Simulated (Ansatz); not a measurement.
# Fe (Fm-3m) in Ansatz: a series of runs, part 2 of 2

Ansatz 0.2.0. The steps go on from the part before.

## Step 3: Wannier functions, LDA+D3(BJ)-ATM+U, collinear spin, ferromagnetic start (volume scaled by 1.08)

input.yaml

```yaml
crystal:
  lattice:
    - [0.0, 1.875271372, 1.875271372]
    - [1.875271372, 0.0, 1.875271372]
    - [1.875271372, 1.875271372, 0.0]
  atoms:
    - { symbol: Fe, position: [0.0, 0.0, 0.0], spin: 3.0 }
hamiltonian:
  xc: lda
  pseudopotentials: { kind: paw }
  dispersion: d3bjatm
  hubbard: { sites: [{ species: Fe, l: d, u_eff: 3.0 }], double_counting: amf }
magnetization:
  spin_polarized: true
kpoints:
  mp_grid: { grid: [12, 12, 12] }
scf:
  occupations: { method: fermi_dirac, width: 0.05 }
  n_extra_bands: 14
output:
  eigenvalues: true
  wannier:
    kmesh: [6, 6, 6]
    projections: [{ site: 0, l: d }, { site: 0, l: s }]
    minimise: true
    write_xyz: true
    disentanglement: { window: [-0.9, 31.1], frozen_window: [2.1, 15.6] }
  write_density: true
  write_potential: true
  elf: true
  volumetric_format: npy
```

wannier.dn.win

```
! ansatz wannier90 interface
! projections by site (counted from 0) and shell: 0 3D, 0 4S
! states of the run's bands (counted from 1): 1-13
num_bands = 13
num_wann  = 6
num_iter  = 2000
dis_win_min = -0.9
dis_win_max = 31.1
dis_froz_min = 2.1
dis_froz_max = 15.6
dis_num_iter = 10000
guiding_centres = true
write_xyz = true

begin unit_cell_cart
Ang
                      0.0              1.875271372              1.875271372
              1.875271372                      0.0              1.875271372
              1.875271372              1.875271372                      0.0
end unit_cell_cart

begin atoms_frac
Fe                       0.0                      0.0                      0.0
end atoms_frac

mp_grid = 6 6 6

begin kpoints
                      0.0                      0.0                      0.0
                      0.0                      0.0      0.16666666666666666
                      0.0                      0.0       0.3333333333333333
                      0.0                      0.0                      0.5
                      0.0                      0.0       0.6666666666666666
                      0.0                      0.0       0.8333333333333334
[... 208 lines left out ...]
       0.8333333333333334       0.8333333333333334       0.6666666666666666
       0.8333333333333334       0.8333333333333334       0.8333333333333334
end kpoints

fermi_energy = 15.079107489107678

begin projections
f=0.0,0.0,0.0: d
f=0.0,0.0,0.0: s
end projections
```

wannier.dn_centres.xyz

```xyz
7
Wannier centres, written by ansatz wannier90 interface
X          0.00000000       0.00000000       0.00000000
X          0.00000000      -0.00000000      -0.00000000
X          0.00000000      -0.00000000      -0.00000000
X          0.00000000      -0.00000000       0.00000000
X         -0.00000000      -0.00000000      -0.00000000
X          0.00000000       0.00000000       1.87527138
Fe         0.00000000       0.00000000       0.00000000
```

wannier.up.win

```
! ansatz wannier90 interface
! projections by site (counted from 0) and shell: 0 3D, 0 4S
! states of the run's bands (counted from 1): 1-13
num_bands = 13
num_wann  = 6
num_iter  = 2000
dis_win_min = -0.9
dis_win_max = 31.1
dis_froz_min = 2.1
dis_froz_max = 15.6
dis_num_iter = 10000
guiding_centres = true
write_xyz = true

begin unit_cell_cart
Ang
                      0.0              1.875271372              1.875271372
              1.875271372                      0.0              1.875271372
              1.875271372              1.875271372                      0.0
end unit_cell_cart

begin atoms_frac
Fe                       0.0                      0.0                      0.0
end atoms_frac

mp_grid = 6 6 6

begin kpoints
                      0.0                      0.0                      0.0
                      0.0                      0.0      0.16666666666666666
                      0.0                      0.0       0.3333333333333333
                      0.0                      0.0                      0.5
                      0.0                      0.0       0.6666666666666666
                      0.0                      0.0       0.8333333333333334
[... 208 lines left out ...]
       0.8333333333333334       0.8333333333333334       0.6666666666666666
       0.8333333333333334       0.8333333333333334       0.8333333333333334
end kpoints

fermi_energy = 15.079107489107678

begin projections
f=0.0,0.0,0.0: d
f=0.0,0.0,0.0: s
end projections
```

wannier.up_centres.xyz

```xyz
7
Wannier centres, written by ansatz wannier90 interface
X         -0.00586218      -0.00586219      -0.03933957
X          0.04896309      -0.00815986       0.03759220
X         -0.00815987       0.04896326       0.03759232
X         -0.03325930      -0.03325947       0.05074043
X          0.05764919       0.05764893      -0.03110052
X         -0.41927563      -0.41927606       1.46029710
Fe         0.00000000       0.00000000       0.00000000
```

Potentials or basis: Ansatz PAW.

Started as:

```sh
$ ansatz run input.yaml --threads 1 --pin off --max-ram 2560MiB --backend cpu --events-out ev --progress --plain --runs-dir out
```

Output:

```text
Warning: the engine holds no damping parameters fitted to this dispersion correction and functional, so the run takes those fitted to pbe (hamiltonian.dispersion, under Limitations)
Warning: RAYON_NUM_THREADS=1 ignored (pool sized by the plan → 1); use --threads N
Fe: projections on atomic orbitals take those of the free atom [Ne] 3s2 3p6 3d6 4s2, of charge +0.00 (hamiltonian.pseudopotentials.projection_atoms); the dataset's partial waves leave at most 1.1e-6 of an orbital's norm unspanned inside its sphere
scf.n_extra_bands = 14 over 8 filled bands (N_el = 16.0): the run solves 22 bands
Engine: ansatz 0.2.0, aarch64-unknown-linux-gnu
Pseudopotentials: kind: paw
Pseudopotential: Fe, paw, valence charge 16, recommended cutoff 420 eV (normal), Fe.paw.azcp
Functional definition: SPW92
  exchange = slater_x
  correlation = pw_c
Crystal: 1 atoms, lattice volume = 13.189 Å³
Basis set: ecut = 420 eV, 259 PW (Γ)
Bands: 22, of which v1, the nominal top of the filled ones, is band 8 counted from 1 (7 counted from 0)
Symmetry: 48 space group operations
Space group: Fm-3m (ITA 225), of the structure as read, at distance tolerance 2.4e-5 Å
Magnetic group: BNS 225.116 (UNI 1618), of the structure as read, at distance tolerance 2.4e-5 Å
k-points: 72 of 1728
Non-local potential: Fe, projectors of the file, l = 0: 3, l = 1: 2, l = 2: 3, l = 3: 1
PAW form: soft (Blöchl's): semilocal exchange-correlation on the pseudo side does not see the compensation charge
PAW frozen core: Fe, regenerated for the run's functional, and the local potential with it (the file was generated under x = pbe(κ = 0.804, μ = 0.2195149727645171), c = pbe(β = 0.06672455060314922))
PAW one-centre angular grid: Fe, 590 points (default); XC on 64 Gauss nodes
Initial density: superposition of atomic densities (chi_scale 0.1, normalization cell)
Starting moments: Σ|m| = 3 μB on 1 of 1 site
Initial wavefunctions: pseudopotential atomic-orbital guess
Functional: x = slater, c = lda
iter 1 solved again at ethr=1.22e-3 eV; its pass at ethr=3.10e-3 eV (dr2=1.96e-1 eV) is discarded
SCF iter   1: F=—  HF=-4419.688692 eV  |F-HF|=—  |Δ(HF+E_count)|=         —  Δρ=3.41e-2 (↑3.41e-2 ↓3.21e-2)  dr2=1.97e-1  dr2_m=4.89e-2  M=2.700 μB ∫|m|=2.719 μB  β_m=0.30  ethr=1.22e-3  ⟨swp⟩=2.1  Hψ=18497  notcnv=0
preconditioner: auto → none  [metal: Δε(μ)=0.017 eV  Ē_g=28.257 eV  σ=0.050 eV  W_gap=0.09  n_scr=0 (ndim 8)  ℏωp=28.9 eV  f_vac=0.000  D(μ)=1.15/eV (n_scr^D=14)]
SCF iter   2: F=—  HF=-4419.730304 eV  |F-HF|=—  |Δ(HF+E_count)|=   4.16e-2  Δρ=1.78e-2 (↑1.25e-2 ↓1.78e-2)  dr2=5.70e-3  dr2_m=2.41e-2  M=2.697 μB ∫|m|=2.726 μB  β_m=0.30  ethr=1.22e-3  ⟨swp⟩=2.0  Hψ=5131  notcnv=0
SCF iter   3: F=—  HF=-4419.765584 eV  |F-HF|=—  |Δ(HF+E_count)|=   3.53e-2  Δρ=1.46e-2 (↑9.99e-3 ↓1.46e-2)  dr2=7.94e-3  dr2_m=1.37e-2  M=2.690 μB ∫|m|=2.728 μB  β_m=0.30  ethr=3.56e-5  ⟨swp⟩=2.4  Hψ=5891  notcnv=0  defer=313
SCF iter   4: F=—  HF=-4419.783777 eV  |F-HF|=—  |Δ(HF+E_count)|=   1.82e-2  Δρ=9.05e-3 (↑9.05e-3 ↓7.95e-3)  dr2=9.53e-4  dr2_m=8.38e-3  M=2.684 μB ∫|m|=2.730 μB  β_m=0.30  ethr=3.56e-5  ⟨swp⟩=2.0  Hψ=4980  notcnv=0  defer=440
SCF iter   5: F=—  HF=-4419.797471 eV  |F-HF|=—  |Δ(HF+E_count)|=   1.37e-2  Δρ=6.55e-3 (↑6.16e-3 ↓6.55e-3)  dr2=9.90e-5  dr2_m=4.81e-3  M=2.680 μB ∫|m|=2.731 μB  β_m=0.30  ethr=5.96e-6  ⟨swp⟩=1.4  Hψ=2933  notcnv=0  defer=443
Mixer restart at iter 5: flushing history
spin-set hold released at iteration 5 (site moments contracting): the magnetisation degrees of freedom join the quasi-Newton model from the next iteration; the mixer history was flushed
SCF iter   6: F=—  HF=-4419.805406 eV  |F-HF|=—  |Δ(HF+E_count)|=   7.93e-3  Δρ=5.18e-3 (↑4.52e-3 ↓5.18e-3)  dr2=4.96e-5  dr2_m=2.79e-3  M=2.677 μB ∫|m|=2.732 μB  β_m=0.65  ethr=6.19e-7  ⟨swp⟩=2.5  Hψ=3412  notcnv=0  defer=443
SCF iter   7: F=—  HF=-4419.816181 eV  |F-HF|=—  |Δ(HF+E_count)|=   1.08e-2  Δρ=1.08e-3 (↑1.08e-3 ↓1.01e-3)  dr2=1.83e-4  dr2_m=4.72e-5  M=2.666 μB ∫|m|=2.736 μB  β_m=0.81  ethr=3.10e-7  ⟨swp⟩=2.0  Hψ=4421  notcnv=0  defer=448
SCF iter   8: F=—  HF=-4419.816534 eV  |F-HF|=—  |Δ(HF+E_count)|=   3.53e-4  Δρ=2.01e-3 (↑2.01e-3 ↓1.44e-3)  dr2=9.97e-4  dr2_m=1.62e-5  M=2.664 μB ∫|m|=2.734 μB  β_m=0.60  ethr=3.10e-7  ⟨swp⟩=2.0  Hψ=4175  notcnv=0  defer=479  recentre
SCF iter   9: F=—  HF=-4419.816315 eV  |F-HF|=—  |Δ(HF+E_count)|=   2.19e-4  Δρ=1.67e-4 (↑6.39e-5 ↓1.67e-4)  dr2=4.59e-7  dr2_m=1.47e-6  M=2.664 μB ∫|m|=2.735 μB  β_m=0.80  ethr=3.10e-7  ⟨swp⟩=2.0  Hψ=3720  notcnv=0  defer=506
[... 68 lines left out ...]
iter 1 solved again at ethr=8.39e-12 eV; its pass at ethr=6.25e-6 eV (dr2=1.34e-9 eV) is discarded
SCF iter   1: F=—  HF=-4419.816319 eV  |F-HF|=—  |Δ(HF+E_count)|=         —  Δρ=2.58e-6 (↑2.58e-6 ↓1.26e-6)  dr2=9.68e-10  dr2_m=1.19e-10  M=2.663 μB ∫|m|=2.734 μB  ethr=8.39e-12  ⟨swp⟩=1.1  Hψ=70744  notcnv=0
SCF iter   2: F=—  HF=-4419.816879 eV  |F-HF|=—  |Δ(HF+E_count)|=   5.60e-4  Δρ=2.48e-4 (↑2.48e-4 ↓1.11e-4)  dr2=4.00e-6  dr2_m=1.96e-6  M=2.632 μB ∫|m|=2.702 μB  ethr=6.25e-6  ⟨swp⟩=1.0  Hψ=28889  notcnv=0
SCF iter   3: F=—  HF=-4419.816880 eV  |F-HF|=—  |Δ(HF+E_count)|=   1.22e-6  Δρ=3.07e-5 (↑3.07e-5 ↓2.72e-5)  dr2=2.60e-7  dr2_m=2.23e-9  M=2.631 μB ∫|m|=2.701 μB  ethr=4.32e-8  ⟨swp⟩=1.1  Hψ=15774  notcnv=0
SCF iter   4: F=-4419.816880 eV  HF=-4419.816880 eV  |F-HF|=1.37e-9  |Δ(HF+E_count)|=   6.20e-8  Δρ=3.28e-6 (↑3.28e-6 ↓1.26e-6)  dr2=7.61e-10  dr2_m=2.41e-10  M=2.631 μB ∫|m|=2.701 μB  ethr=6.25e-10  ⟨swp⟩=1.3  Hψ=15849  notcnv=0
SCF 6 converged in 4 iterations: F = -4419.816880 eV  dr2 = 7.61e-10
NSCF: frozen V_eff on 35 k-points
the Wannier pass solved 35 of the 216 points of its mesh, and has the states at the others by symmetry: states obtained by the crystal's operations at points that were solved too leave a residual of 4.83e-13 eV (read by the count's bands and the next), within 8.33e-6 eV
SCF converged after 2 iterations
Magnetization: 0.0050 μB (8.0025 up, 7.9975 down)
Absolute magnetization: 1.2712 μB (∫|ρ↑−ρ↓|, with the PAW one-centre terms)
Spin contamination: 1.2200 ħ² per cell (⟨S²⟩ above its minimum at these occupations)
Per-site moments (μB) at R_I (Å): [(-0.02284299923255995, 1.0939641105576157)]
Free energy (F): -4420.024602 eV
Harris-Foulkes:  -4420.024602 eV  (|F-HF|=2.55e-11)
Internal energy: -4420.020820 eV  (E = F + TS)
E sigma→0 (E₀):  -4420.022711 eV
Entropy (-TS):   -0.003783 eV (-3.783 meV/atom)
Fermi energy:    15.079107 eV
--- Per-component energies (eV) ---
  E_band       = -263.380595
  E_kinetic    = 346.619047
  E_local      = -2247.164621  (includes V_loc(G=0)·N_el)
  E_nonlocal   = 223.582277
  E_hartree    = 931.534954
  E_xc         = -115.354641
  E_vxc        = -149.252008  (∫ρ·V_xc dr)
  E_hubbard    = -1.177260  (on-site DFT+U / exact-exchange correction)
  E_vhub       = -2.354521  (the Hubbard potential's part of the band-sum identity)
  E_paw        = -1305.011587  (= ΣΔE_a)
  E_vpaw       = -297.881027  (= ΣTr[D̂ρ^β])
  E_aug_tail   = 0.000750  (compensation charges beyond the density's cutoff)
  E_ewald      = -2253.169820
  E_disp       = -0.281452  (pairwise vdW)
  E_core_change = 0.401536  (= ΣΔE_core)
  E_smearing   = -0.003783  (= −TS)
  E_closure    = -0.000000  (closes the sum)
  Σ components = -4420.024602   (vs F -4420.024602, Δ=0.00e0)
DFT+U double counting: amf (around mean field; hamiltonian.hubbard.double_counting)
--- Band table (eV; the first three rows and the last of 378) ---
  k-point 0 ↑: bands = ["-71.0077", "-37.3094", "-37.3094", "-37.3094", "7.3521", "13.6820", "13.6820", "14.7344", "14.7344", "14.7344", "35.7400", "39.3253", "39.3253", "39.3253", "42.3237", "42.3237", "42.3238", "44.7335", "50.6067", "50.6067", "50.6067", "52.0575"]
  k-point 1 ↑: bands = ["-71.0050", "-37.3269", "-37.3119", "-37.3119", "7.5956", "13.6505", "13.6505", "14.6541", "14.8021", "14.8022", "35.0979", "37.3060", "38.9788", "38.9788", "42.8800", "42.8800", "43.0837", "46.7139", "48.5386", "48.5386", "51.0369", "54.5393"]
  k-point 2 ↑: bands = ["-70.9974", "-37.3747", "-37.3185", "-37.3185", "8.3036", "13.5428", "13.5428", "14.4553", "15.0180", "15.0181", "32.0489", "36.4938", "38.3775", "38.3775", "42.9886", "43.4717", "43.4717", "47.0900", "47.0900", "51.1052", "52.2128", "57.8726"]
  k-point 188 ↓: bands = ["-71.0155", "-37.5632", "-37.5000", "-37.4354", "11.7490", "12.4204", "14.0427", "14.4453", "16.4382", "20.3073", "21.5137", "27.7800", "28.1606", "39.2373", "41.7789", "47.6314", "49.8148", "51.2390", "55.2757", "59.8796", "61.1732", "65.7912"]
Occupation matrices written to <dir>
Wannier search (channel up): line search 1 of at most 10000: gauge-dependent spread (as the search counts it) 1.2671222 Å², largest recent change 1.6e0 Å² and fall left 4.1e-2 Å² against conv_tol 1.0e-10 Å², 0 stops escaped
Wannier search (channel down): line search 1 of at most 10000: gauge-dependent spread (as the search counts it) 0.5686439 Å², largest recent change 1.2e-1 Å² and fall left 4.3e-4 Å² against conv_tol 1.0e-10 Å², 0 stops escaped
WARN: <dir> the down spin's functions were not rotated onto the up spin's, since some are different functions. Each model gives its own bands, but a program that pairs their rows, such as TB2J, can get wrong results. More projections can help
```

Run time: 2.6 min. Hardware: 1 thread of Arm Neoverse V2, shared host; peak memory 0.98 GiB.

What came out:

```yaml
Free_energy: -4420.0246 eV
Band_gap_on_the_k_mesh: none (metal or under the smearing width)
Net_moment: 0.00 μB per cell
Absolute_moment: 1.27 μB per cell
Site_moments: Fe -0.02 μB
```

Levels at points of the mesh, in eV from the Fermi level:
Spin up:
| k point | band 6 | band 7 | band 8 | band 9 | band 10 | band 11 |
| --- | --- | --- | --- | --- | --- | --- |
| (0.00, 0.00, 0.00) | -1.40 | -1.40 | -0.34 | -0.34 | -0.34 | 20.66 |
| (0.00, 0.00, -0.50) | -2.08 | -2.08 | 0.05 | 1.08 | 1.08 | 6.29 |
| (0.00, -0.50, 0.00) | -2.08 | -2.08 | 0.05 | 1.08 | 1.08 | 6.29 |
| (0.00, -0.50, -0.50) | -2.23 | -0.68 | 1.76 | 1.76 | 2.48 | 8.78 |
Spin down:
```tsv
k point	band 6	band 7	band 8	band 9	band 10	band 11
(0.00, 0.00, 0.00)	-2.27	-2.27	-2.27	1.49	1.49	20.62
(0.00, 0.00, -0.50)	-1.54	-1.54	0.13	1.43	1.43	5.72
(0.00, -0.50, 0.00)	-1.54	-1.54	0.13	1.43	1.43	5.72
(0.00, -0.50, -0.50)	-2.26	-0.26	-0.26	2.25	2.53	9.35
```

Eigenvalues of the final occupation matrices:
```csv
site,spin,trace,eigenvalues
site 1,1,3.38,0.49 0.49 0.49 0.95 0.95
site 1,2,3.41,0.28 0.28 0.95 0.95 0.95
```

Caveat: the magnetic or orbital state may not be the lowest; pairwise dispersion overbinds metals, which lowers pressure and volume; the U is typed as a test and isn't derived for this compound; the dispersion damping was fitted for another functional or another form of the correction; the starting moments weren't kept; some levels weren't fully converged.
